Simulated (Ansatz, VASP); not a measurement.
# One calculation of Pb, two programs

```xyz
2
Lattice="0.0000 3.2713 3.2713 3.2713 0.0000 3.2713 3.2713 3.2713 0.0000" Properties=species:S:1:pos:R:3 pbc="T T T"
Pb    0.8178    0.8178    0.8178
Pb    5.7247    5.7247    5.7247
```

Alike in both runs: task single point; functional LDA; k mesh 9 × 9 × 9; occupations fermi-dirac, width 0.1 eV; no spin polarisation.

|  | VASP | Ansatz |
| --- | --- | --- |
| version | VASP 6.6.1 | Ansatz 0.2.0 |
| potentials or method | VASP PAW LDA potentials, release 64 (Pb_d) | plane waves (420 eV) with PAW, scalar-relativistic |
| plane-wave cutoff (eV) | 520 | 420 |
| valence electrons in the cell | 28 | 28 |

|  | VASP | Ansatz | Ansatz less VASP |
| --- | --- | --- | --- |
| pressure (GPa) | 5.8 | 5.8 | +0.01 |

Ansatz warned: «pseudo_functional_mismatch».

Spin-orbit coupling is left out, which matters for the levels of Pb.
